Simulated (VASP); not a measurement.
**Pt: relaxation of cell and atoms with PBEsol**

Crystal: Pt.

```
Pt
1.0
     0.00000    1.95794    1.95794
     1.95794    0.00000    1.95794
     1.95794    1.95794    0.00000
Pt
1
Cartesian
  0.0000 0.0000 0.0000
```

```yaml
Program: VASP 6.6.1
Task: relaxation of cell and atoms
Functional: PBEsol
Potentials_or_basis: VASP PAW PBE potentials, release 64 (Pt)
Cutoff: 600 eV
k_mesh: 16 × 16 × 16
Occupations: methfessel-paxton, width 0.1 eV
Spin: no spin polarisation
Further_INCAR_settings: ALGO = Normal; EDIFF = 1e-07; IBRION = 2; EDIFFG = -0.005; NSW = 90; ISIF = 3
```

```yaml
Pressure_after_relaxing: 0.0 GPa
Band_gap_on_the_k_mesh: none (metal or under the smearing width)
```

Final structure:
```
CELL_PARAMETERS angstrom
0.00000 1.95794 1.95794
1.95794 0.00000 1.95794
1.95794 1.95794 0.00000
ATOMIC_POSITIONS crystal
Pt 0.00000 0.00000 0.00000
```

Levels at points of the mesh, in eV from the Fermi level:
```csv
k point,band 2,band 3,band 4,band 5,band 6,band 7,band 8,band 9
"(0.00, 0.00, 0.00)",-3.81,-3.81,-3.81,-1.62,-1.62,14.64,19.62,19.62
"(0.50, 0.00, 0.00)",-3.87,-3.87,-0.54,0.07,0.07,5.86,14.19,19.00
"(0.50, 0.50, 0.00)",-6.67,0.04,0.52,0.52,1.73,8.90,11.38,11.38
```

Run time: 7.7 s on 4 MPI ranks on Intel(R) Xeon(R) 6975P-C (Granite Rapids) (shared host), peak memory 0.14 GiB a rank.

Caveat: the relaxation stopped at its first step, so nothing moved; the PAW data sets were made with another functional, which shifts forces and pressure a little. The run has no spin-orbit coupling, so splittings on Pt are missing.
